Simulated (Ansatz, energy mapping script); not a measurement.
# MnS (Browneite): exchange couplings from total energies, part 2 of 2

Aim: the exchange couplings of MnS (Browneite) from the energies of a few collinear orders, and the ordering temperature that they give.

PBE with U = 4 eV on Mn d, ortho-atomic projectors; plane waves, U on orthogonalised atomic orbitals unless named otherwise, collinear spin, no spin–orbit coupling.

So far. Step 4 (Run 1 (parallel; cell A, 4 atoms)): The run ends ferromagnetic.

## (5) Compensated +− start in cell A (4 atoms)

This order reverses 8 of the 12 neighbours at 3.96 Å and 0 of the 6 neighbours at 5.60 Å, counted for an average magnetic atom.

Contents of input.yaml:

```yaml
crystal:
  lattice:
    - [0.0, -2.8, -2.8]
    - [0.0, 2.8, -2.8]
    - [5.6, 0.0, 0.0]
  atoms:
    - { symbol: Mn, position: [0.5, 0.5, 0.5], spin: 4.5 }
    - { symbol: Mn, position: [0.0, 0.0, 0.0], spin: -4.5 }
    - { symbol: S, position: [0.0, 0.5, 0.75] }
    - { symbol: S, position: [0.5, 0.0, 0.25] }
magnetization:
  spin_polarized: true
kpoints:
  mp_grid: { grid: [6, 6, 4] }
hamiltonian:
  xc: pbe
  hubbard:
    sites:
      - { species: Mn, l: d, u_eff: 4.0 }
      - { site: 0, l: d, u_eff: 4.0, starting_ns: [{ spin: up, occupation_matrix: mn1_major }, { spin: down, occupation_matrix: mn1_minor }] }
      - { site: 1, l: d, u_eff: 4.0, starting_ns: [{ spin: up, occupation_matrix: mn1_minor }, { spin: down, occupation_matrix: mn1_major }] }
    projectors: ortho-atomic
    occupation_matrices:
      mn1_major:
        matrix:
          - [0.996, 0.0, 0.0, 0.0, 0.0]
          - [0.0, 0.993, 0.0, 0.0, 0.0]
          - [0.0, 0.0, 0.993, 0.0, 0.0]
          - [0.0, 0.0, 0.0, 0.996, 0.0]
          - [0.0, 0.0, 0.0, 0.0, 0.993]
      mn1_minor:
        matrix:
          - [0.025, 0.0, 0.0, 0.0, 0.0]
          - [0.0, 0.078, 0.0, 0.0, 0.0]
          - [0.0, 0.0, 0.078, 0.0, 0.0]
          - [0.0, 0.0, 0.0, 0.025, 0.0]
          - [0.0, 0.0, 0.0, 0.0, 0.078]
scf:
  occupations: { method: fermi_dirac, width: 0.05 }
output:
  eigenvalues: true
  write_density: true
  write_potential: true
  elf: true
  volumetric_format: npy
```

Command:

```
> ansatz run input.yaml --threads 4 --pin off --max-ram 8192MiB --backend cpu --events-out ev --progress --plain --runs-dir out
```

Numbers of over 12 decimals in the logs are rounded to 6 here.

Log:

```text
[...]
Crystal: 4 atoms, lattice volume = 87.808 Å³
Basis set: ecut = 420 eV, 1715 PW (Γ)
Bands: 31, of which v1, the nominal top of the filled ones, is band 21 counted from 1 (20 counted from 0)
Symmetry: 8 space group operations
[...]
k-points: 30 of 144 (time reversal used)
[...]
Starting moments: Σ|m| = 9 μB on 2 of 4 sites
Starting magnetic order: antiferromagnet; a translation exchanges its spin sublattices: spin-degenerate at every k-point
[...]
the translation (0.5, 0.5, 0.5) carries every atom to within crystal.symmetry.tolerance of an atom of its element with the starting moment reversed, but both spin channels are solved: the dense FFT box has an odd point count along it
SCF iter   1: F=—  HF=-9602.774369 eV  |F-HF|=—  |Δ(HF+E_count)|=         —  Δρ=4.32e-2 (↑4.32e-2 ↓4.32e-2)  dr2=4.84e0  dr2_m=2.62e-1  M=-0.000 μB ∫|m|=9.240 μB  β_m=1.00  ethr=3.10e-3  ⟨swp⟩=5.3  Hψ=7341  notcnv=0  defer=4
[...]
SCF iter  13: F=-9602.455881 eV  HF=-9602.455881 eV  |F-HF|=5.55e-9  |Δ(HF+E_count)|=   2.59e-7  Δρ=2.47e-6 (↑2.47e-6 ↓2.10e-6)  dr2=1.20e-8  dr2_m=8.08e-10  M=0.000 μB ∫|m|=9.646 μB  ethr=2.38e-10  ⟨swp⟩=7.3  Hψ=7289  notcnv=0
SCF 1 converged in 13 iterations: F = -9602.455881 eV  dr2 = 1.20e-8
[...]
SCF converged after 13 iterations
Magnetization: 0.0000 μB (21.0000 up, 21.0000 down)
Absolute magnetization: 9.6458 μB (∫|ρ↑−ρ↓|, with the PAW one-centre terms)
[...]
Per-site moments (μB) at R_I (Å): [(4.280180, 1.000259), (-4.280180, 1.000259), (2.125554605680159e-6, 1.000259), (2.1255546059149e-6, 1.000259)]
Free energy (F): -9602.455881 eV
[...]
Internal energy: -9602.455881 eV  (E = F + TS)
E sigma→0 (E₀):  -9602.455881 eV
Fermi energy:    7.534344 eV
[...]
--- Specified on-site occupations, and those of the state reported ---
  electrons in the specified blocks: 10.5100 specified, 10.6004 found
[...]
--- Band table (eV; the first three rows and the last of 60) ---
  k-point 0 ↑: bands = [... 17 lower, 4.2094, 5.7241, 6.0863, 6.0863, 8.8668, 9.6159, 9.7630, 10.1980, ... 6 higher]
  k-point 1 ↑: bands = [... 17 lower, 4.2680, 5.3771, 6.0534, 6.0534, 9.4083, 9.8105, 10.1645, 10.1954, ... 6 higher]
  k-point 2 ↑: bands = [... 17 lower, 4.3288, 5.0664, 6.0181, 6.0181, 9.8138, 10.1928, 10.3201, 10.7042, ... 6 higher]
  k-point 29 ↓: bands = [... 17 lower, 3.7972, 4.0527, 4.0527, 4.4404, 9.4694, 9.4694, 9.9536, 10.3057, ... 6 higher]
Occupation matrices written to <dir>
```

Wall time 5 s (4 threads of Arm Neoverse V2, shared host); peak memory 0.43 GiB; 19 s of CPU time.

Spin moment in the sphere by atom:

```
atom  spin moment in the sphere (μB)
 Mn1                            4.28
 Mn2                           -4.28
  S3                            0.00
  S4                            0.00
```

The run ends antiferromagnetic, 104.56 meV a magnetic atom below the parallel order of its cell.

Spin density in the ac plane of the conventional cell at fractional y = 0.000, with atoms of Mn within 0.2 Å of it.

Values in e/Å³, 16 rows by 16 columns, each cell a mean:
```
-5.4 -2.1 -0.4 -0.1  0.0  0.0  0.0  0.0  0.0  0.0  0.0  0.0  0.0 -0.2 -1.0 -4.0
-1.3 -0.6 -0.2  0.0  0.0  0.0  0.0  0.0  0.0  0.0  0.0  0.0  0.0 -0.1 -0.3 -1.0
-0.2 -0.1 -0.1  0.0  0.0  0.0  0.0  0.0  0.0  0.0  0.0  0.0  0.0  0.0 -0.1 -0.2
 0.0  0.0  0.0  0.0  0.0  0.0  0.0  0.0  0.0  0.0  0.0  0.0  0.0  0.0  0.0  0.0
 0.0  0.0  0.0  0.0  0.0  0.0  0.0  0.1  0.1  0.1  0.0  0.0  0.0  0.0  0.0  0.0
 0.0  0.0  0.0  0.0  0.0  0.1  0.2  0.4  0.5  0.3  0.1  0.0  0.0  0.0  0.0  0.0
 0.0  0.0  0.0  0.0  0.0  0.1  0.6  2.1  2.8  1.2  0.3  0.1  0.0  0.0  0.0  0.0
 0.0  0.0  0.0  0.0  0.0  0.2  1.3  5.4  7.4  2.8  0.5  0.1  0.0  0.0  0.0  0.0
 0.0  0.0  0.0  0.0  0.0  0.2  1.0  4.0  5.4  2.1  0.4  0.1  0.0  0.0  0.0  0.0
 0.0  0.0  0.0  0.0  0.0  0.1  0.3  1.0  1.3  0.6  0.2  0.0  0.0  0.0  0.0  0.0
 0.0  0.0  0.0  0.0  0.0  0.0  0.1  0.2  0.2  0.1  0.1  0.0  0.0  0.0  0.0  0.0
 0.0  0.0  0.0  0.0  0.0  0.0  0.0  0.0  0.0  0.0  0.0  0.0  0.0  0.0  0.0  0.0
-0.1 -0.1  0.0  0.0  0.0  0.0  0.0  0.0  0.0  0.0  0.0  0.0  0.0  0.0  0.0 -0.1
-0.5 -0.3 -0.1  0.0  0.0  0.0  0.0  0.0  0.0  0.0  0.0  0.0  0.0 -0.1 -0.2 -0.4
-2.8 -1.2 -0.3 -0.1  0.0  0.0  0.0  0.0  0.0  0.0  0.0  0.0  0.0 -0.1 -0.6 -2.1
-7.4 -2.8 -0.5 -0.1  0.0  0.0  0.0  0.0  0.0  0.0  0.0  0.0  0.0 -0.2 -1.3 -5.4
```
Columns run along a (5.6 Å), rows up along c (5.6 Å), edges of the conventional cell, whose origin can differ from the input's. Atoms in or near the plane, at fractional coordinates: Mn at (0.50, 0.50), Mn at (0.00, 0.00).

ELF in the ac plane of the conventional cell at fractional y = 0.000, with atoms of Mn within 0.2 Å of it. It is the smooth field of the valence electrons, not physical close to the nuclei.

Ten even steps from '_' (0.01) to '@' (0.86), each cell a mean:
```
@@**--....____________......++%%
++--..::::::..______..::::..::++
::..::==++==::____..--====--....
..::--++**++::....::==++**==::..
__..--++++==::......--++++==::..
__..::----::::----::..--==--..__
____....::..--####++::..::..____
________..::++@@@@##--....______
______......++%%@@**--....______
____..::::..::++++--..::::::..__
__..--====--....::..::==++==::__
..::==++**==::....::--++**++::..
....--++++==::..__..--++++==::..
--::..--==--..____..::----::::--
##++::..::..________....::..--##
@@##--....______________..::++@@
```
Columns run along a (5.6 Å), rows up along c (5.6 Å), edges of the conventional cell, whose origin can differ from the input's. Atoms in or near the plane, at fractional coordinates: Mn at (0.50, 0.50), Mn at (0.00, 0.00).

## (6) Parallel start in cell B (4 atoms)

The parallel order again, as the reference for this cell.

This run holds the same structure in another cell (c 5.600 → 6.859 Å, α 90.0 → 73.2°, β 90.0 → 73.2°, γ 90.0 → 60.0°).

Contents of input.yaml:

```yaml
crystal:
  lattice:
    - [0.0, -2.8, -2.8]
    - [-2.8, 0.0, -2.8]
    - [2.8, 2.8, -5.6]
  atoms:
    - { symbol: Mn, position: [0.5, 0.5, 0.5], spin: 4.5 }
    - { symbol: Mn, position: [0.0, 0.0, 0.0], spin: 4.5 }
    - { symbol: S, position: [0.125, 0.125, 0.625] }
    - { symbol: S, position: [0.625, 0.625, 0.125] }
magnetization:
  spin_polarized: true
kpoints:
  mp_grid: { grid: [7, 7, 7] }
hamiltonian:
  xc: pbe
  hubbard:
    sites:
      - { species: Mn, l: d, u_eff: 4.0 }
      - { site: 0, l: d, u_eff: 4.0, starting_ns: [{ spin: up, occupation_matrix: mn1_major }, { spin: down, occupation_matrix: mn1_minor }] }
      - { site: 1, l: d, u_eff: 4.0, starting_ns: [{ spin: up, occupation_matrix: mn1_major }, { spin: down, occupation_matrix: mn1_minor }] }
    projectors: ortho-atomic
    occupation_matrices:
      mn1_major:
        matrix:
          - [0.996, 0.0, 0.0, 0.0, 0.0]
          - [0.0, 0.993, 0.0, 0.0, 0.0]
          - [0.0, 0.0, 0.993, 0.0, 0.0]
          - [0.0, 0.0, 0.0, 0.996, 0.0]
          - [0.0, 0.0, 0.0, 0.0, 0.993]
      mn1_minor:
        matrix:
          - [0.025, 0.0, 0.0, 0.0, 0.0]
          - [0.0, 0.078, 0.0, 0.0, 0.0]
          - [0.0, 0.0, 0.078, 0.0, 0.0]
          - [0.0, 0.0, 0.0, 0.025, 0.0]
          - [0.0, 0.0, 0.0, 0.0, 0.078]
scf:
  occupations: { method: fermi_dirac, width: 0.05 }
output:
  eigenvalues: true
```

Log:

```text
[...]
Crystal: 4 atoms, lattice volume = 87.808 Å³
Basis set: ecut = 420 eV, 1731 PW (Γ)
Bands: 31, of which v1, the nominal top of the filled ones, is band 21 counted from 1 (20 counted from 0)
Symmetry: 12 space group operations
[...]
k-points: 44 of 343 (time reversal used)
[...]
Starting moments: Σ|m| = 9 μB on 2 of 4 sites
[...]
k-point 0 ↑: bands = [... 17 lower, 1.9914, 2.0913, 2.0913, 2.5101, 6.1997, 6.1997, 7.2151, 7.2151, ... 6 higher]
  k-point 1 ↑: bands = [... 17 lower, 1.9889, 2.0765, 2.0765, 2.8630, 6.2492, 6.2492, 6.8104, 7.1611, ... 6 higher]
  k-point 2 ↑: bands = [... 17 lower, 1.9848, 2.0416, 2.0416, 3.5453, 6.0502, 6.3870, 6.3870, 7.0136, ... 6 higher]
  k-point 43 ↓: bands = [... 17 lower, 9.1247, 9.7483, 9.8058, 10.0111, 10.1199, 10.6652, 10.6877, 10.7768, ... 6 higher]
Occupation matrices written to <dir>
[key lines of the parts left out:]
SCF converged after 12 iterations
Magnetization: 10.0000 μB (26.0000 up, 16.0000 down)
Free energy (F): -9602.247242 eV
Fermi energy:    7.865554 eV
```

The job ended after 6.3 s (4 threads; peak memory 0.48 GiB).

The run ends ferromagnetic. For each magnetic atom its energy differs from the parallel run of the first cell by -0.25 meV, an error that one common reference would have brought in.

## (7) Compensated +− start in cell B (4 atoms)

This order reverses 6 of the 12 neighbours at 3.96 Å and 6 of the 6 neighbours at 5.60 Å, counted for an average magnetic atom.

Changes to input.yaml since step 6:

```diff
@@ -7,3 +7,3 @@
     - { symbol: Mn, position: [0.5, 0.5, 0.5], spin: 4.5 }
-    - { symbol: Mn, position: [0.0, 0.0, 0.0], spin: 4.5 }
+    - { symbol: Mn, position: [0.0, 0.0, 0.0], spin: -4.5 }
     - { symbol: S, position: [0.125, 0.125, 0.625] }
@@ -20,3 +20,3 @@
       - { site: 0, l: d, u_eff: 4.0, starting_ns: [{ spin: up, occupation_matrix: mn1_major }, { spin: down, occupation_matrix: mn1_minor }] }
-      - { site: 1, l: d, u_eff: 4.0, starting_ns: [{ spin: up, occupation_matrix: mn1_major }, { spin: down, occupation_matrix: mn1_minor }] }
+      - { site: 1, l: d, u_eff: 4.0, starting_ns: [{ spin: up, occupation_matrix: mn1_minor }, { spin: down, occupation_matrix: mn1_major }] }
     projectors: ortho-atomic
```

Log:

```text
[...]
Crystal: 4 atoms, lattice volume = 87.808 Å³
Basis set: ecut = 420 eV, 1731 PW (Γ)
Bands: 31, of which v1, the nominal top of the filled ones, is band 21 counted from 1 (20 counted from 0)
Symmetry: 6 space group operations
[...]
k-points: 44 of 343 (time reversal used)
[...]
Starting moments: Σ|m| = 9 μB on 2 of 4 sites
[...]
k-point 0 ↑: bands = [... 17 lower, 4.6901, 5.8973, 6.6099, 6.6099, 8.8601, 10.0477, 10.0477, 10.4949, ... 6 higher]
  k-point 1 ↑: bands = [... 17 lower, 4.6854, 5.7398, 6.6085, 6.6085, 9.0562, 10.0547, 10.0547, 10.4941, ... 6 higher]
  k-point 2 ↑: bands = [... 17 lower, 4.6749, 5.3947, 6.6055, 6.6055, 9.5079, 10.0700, 10.0700, 10.4815, ... 6 higher]
  k-point 43 ↓: bands = [... 17 lower, 3.8571, 4.5022, 4.8159, 5.1003, 9.2408, 9.6442, 10.0081, 10.3365, ... 6 higher]
Occupation matrices written to <dir>
[key lines of the parts left out:]
SCF converged after 14 iterations
Magnetization: 0.0000 μB (21.0000 up, 21.0000 down)
Free energy (F): -9602.408100 eV
Fermi energy:    7.795700 eV
```

Elapsed: 8.1 s, on 4 threads; peak memory 0.49 GiB; 32 s of CPU time.

The run ends antiferromagnetic, 80.43 meV a magnetic atom below the parallel order of its cell.

## (8) From energies to couplings

Each energy difference is a sum of couplings weighted by the pairs that the order reverses. A few near shells are fitted to the differences by least squares. Energies are those extrapolated to zero occupation width, not the free energies F.

The orders side by side; each is measured from the parallel order in the same cell and on the same mesh:

```
                   order  atoms  energy (meV a magnetic atom)  moments (μB)  moments kept as typed  opposed neighbours at 3.96, 5.60 Å
      parallel in cell A      4                          0.00          4.35                    yes                                0, 0
compensated +− in cell A      4                       -104.56          4.28                    yes                                8, 0
      parallel in cell B      4                          0.00          4.35                    yes                                0, 0
compensated +− in cell B      4                        -80.43          4.30                    yes                                6, 6
```

Fitted to E = −Σ J e·e over ordered pairs of unit vectors (J > 0 favours parallel moments):

```
 pair  distance (Å)  neighbours  J (meV)
Mn–Mn          3.96          12    -6.54
Mn–Mn          5.60           6   -0.167
```

These orders cannot tell some unfitted shells from fitted ones: the value at 3.96 Å holds J(3.96) + 2 J(6.86); other unfitted shells add to the values wholly or in part. No temperature is drawn.

## (9) Results

* lowest order tried: compensated +− in cell A
* largest fitted value (a combination of shells), Mn–Mn at 3.96 Å: -6.54 meV

What this shows: Of the orders tried, MnS (Browneite) prefers the order “compensated +− in cell A” under PBE+U (4 eV), with 8 of 12 neighbours at 3.96 Å and 0 of 6 neighbours at 5.60 Å opposed. Orders that were not tried, spirals among them, may lie lower. The largest fitted value is -6.5 meV, at 3.96 Å. It is a combination of shells that these orders cannot split, so neither its size nor its sign can be laid on that pair alone. The orders also reverse pairs at 6.86 Å, which are not fitted, so the fitted values hold their part too. No fitted order reverses the pairs at 7.92 Å, so their coupling is unknown and is set to zero in the model. 2 energy differences fix 2 couplings with none to spare, so the fit tests nothing. In the fitted orders moments change by up to 1.7 % against the parallel run of the same cell, so their size stays put. With a near shell that the orders cannot separate, no temperature is given.

[Logs and program files are shortened in this print: banners, set-up blocks, solver, clock and traceback lines can be left out without a mark of their own.]

[Logs are printed without paths, hosts, clocks, repeated set-up lines and the standing remarks that a program may print on its own settings, such as how far it seeks lower states.]

[Hosts, paths, dates, database ids (printed as entryN), source tags and the programs' standing remarks are cut or masked in the printed files.]

[Where a cell is said to come from a database of computed structures, the database is the Materials Project.]
